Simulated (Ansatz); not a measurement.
# C: a line through an energy map

Aim: follow the energy of C (P6_3/mmc, No. 194; 8 atoms in the cell) along one coordinate, amplitude of mode 14 (1190 cm⁻¹), with the other held at equal normal strain along x, y and z = 1.67 %.

A COD entry behind a cell of this session may itself be a prediction, so a difference from it is no test against experiment.

Method: DFT PBE, scalar-relativistic, plane waves, PAW, in Ansatz 0.2.0.

11 further runs of the same task are left out: 11 set aside as unsound or not needed.

**1. The system as given**

The structure is hexagonal, space group P6_3/mmc (No. 194). Conventional cell: a = 2.518 Å, b = 2.518 Å, c = 8.305 Å, α = 90.00°, β = 90.00°, γ = 120.00°. C (site symmetry 3m) is surrounded by 4 C at 1.54 Å. C (site symmetry 3m) is surrounded by 4 C at 1.54 to 1.57 Å.

Structure file:

```cif
data_structure
_symmetry_space_group_name_H-M 'P6_3/mmc'
_symmetry_Int_Tables_number 194
_cell_length_a 2.5181
_cell_length_b 2.5181
_cell_length_c 8.3047
_cell_angle_alpha 90.000
_cell_angle_beta 90.000
_cell_angle_gamma 120.000
_cell_volume 45.60
loop_
_atom_site_label
_atom_site_type_symbol
_atom_site_symmetry_multiplicity
_atom_site_Wyckoff_symbol
_atom_site_fract_x
_atom_site_fract_y
_atom_site_fract_z
_atom_site_occupancy
C1 C 4 e 0.00000 0.00000 0.09297 1
C2 C 4 f 0.33333 0.66667 0.15553 1
```

It is the result of an earlier relaxation at this level (volume 5.70 Å³/atom; gap on the mesh: 4.54 eV).

**2. The scan**

The energy is mapped over a normal mode and a strain (zone-centre modes of the cell shown) (x along [1 0 0], y along [1 2 0], z along [0 0 1] of the conventional cell).

The axes are (1) amplitude of mode 14 (1190 cm⁻¹), largest displacement in the unstrained cell: 11 values from −0.060 Å; (2) equal normal strain along x, y and z: 7 values from −2.50 %.

Nothing else is relaxed (the pattern is fixed in fractional coordinates). Energies count from the relaxed high-symmetry cell. Points are written as (first, second).

The modes come from a phonon run on the reference cell, made beforehand.

The patterns, per unit of each coordinate (Å):

| atom | x1 | y1 | z1 |
| --- | --- | --- | --- |
| C1 | 0.000 | 1.000 | 0.000 |
| C2 | 0.000 | 1.000 | 0.000 |
| C3 | 0.000 | 1.000 | 0.000 |
| C4 | 0.000 | 1.000 | 0.000 |
| C5 | 0.000 | -1.000 | 0.000 |
| C6 | 0.000 | -1.000 | 0.000 |
| C7 | 0.000 | -1.000 | 0.000 |
| C8 | 0.000 | -1.000 | 0.000 |

**3. Point (−0.060 Å, 1.67 %)**

Input file input.yaml:

```yaml
crystal:
  lattice:
    - [2.5601158911, 0.0, 0.0]
    - [-1.2800579455, 2.2171253983, 0.0]
    - [0.0, 0.0, 8.4433802906]
  atoms:
    - { symbol: C, position: [-0.0137570027, -0.0275140053, 0.0929732494] }
    - { symbol: C, position: [-0.0137570027, -0.0275140053, 0.5929732494] }
    - { symbol: C, position: [-0.0137570027, -0.0275140053, 0.4070267506] }
    - { symbol: C, position: [-0.0137570027, -0.0275140053, 0.9070267506] }
    - { symbol: C, position: [0.347090336, 0.694180672, 0.1555299995] }
    - { symbol: C, position: [0.6804236693, 0.3608473387, 0.6555299995] }
    - { symbol: C, position: [0.347090336, 0.694180672, 0.3444700005] }
    - { symbol: C, position: [0.6804236693, 0.3608473387, 0.8444700005] }
basis:
  ecutwfc: 520.0
kpoints:
  mp_grid: { grid: [12, 12, 4] }
hamiltonian:
  xc: pbe
  pseudopotentials: { kind: paw, azcp: { folder: soft_1 } }
scf:
  occupations: { method: gaussian, width: 0.05 }
output:
  forces: true
  stress: true
  eigenvalues: true
```

Launch:

```sh
$ ansatz run input.yaml --threads 2 --pin off --max-ram 4096MiB --backend cpu --events-out ev --progress --plain --runs-dir out
```

Further runs follow: the other points of the line.

**Question.** What will these runs give? Wanted: for each run, amplitude of mode 14; energy; slope; pressure; largest force on an atom.

As calculated:

```
amplitude of mode 14 (1190 cm⁻¹), largest displacement in the unstrained cell (Å)  step  energy (eV)  slope (eV per Å)  pressure (GPa)  band gap on the k-mesh (eV)  largest force on an atom (eV/Å)
                                                                           −0.060     3         0.97             −27.3          −14.65                         2.95                             3.91
                                                                           −0.048     4         0.67             −21.9          −16.45                         3.41                             3.04
                                                                           −0.036     5         0.44             −16.4          −17.84                         3.81                             2.21
                                                                           −0.024     6         0.28             −11.0          −18.84                         4.13                             1.43
                                                                           −0.012     –         0.18              −5.5          −19.43                         4.34                             0.69
                                                                            0.000     7         0.15               0.0          −19.63                         4.42                             0.04
                                                                            0.012     –         0.18               5.5          −19.43                         4.34                             0.69
                                                                            0.024     –         0.28              11.0          −18.84                         4.13                             1.43
                                                                            0.036     –         0.44              16.4          −17.84                         3.81                             2.21
                                                                            0.048     –         0.67              21.9          −16.45                         3.41                             3.04
                                                                            0.060     –         0.97              27.3          −14.65                         2.95                             3.91
```

Energies count from the relaxed high-symmetry cell. Rows without a step come from runs not printed here or follow by symmetry. Slopes come from the forces (and the stress, where the cell changes), not from differences of energies.

The lowest point of the line is at 0.000 Å, 0.15 eV from the zero. Energies and slopes round the minimum, fitted together, put the minimum at 0.0000 Å, with a curvature of about 460 eV per Å². The highest point computed, at −0.060 Å, lies 0.82 eV above the lowest. This is one cut through a surface in two coordinates; the map's lowest point lies off it. A rigid map gives upper bounds: relaxing the other coordinates can only lower a point.

These are semilocal Kohn-Sham gaps, which aren't the measured quantity. Such gaps usually fall short of the measured ones.
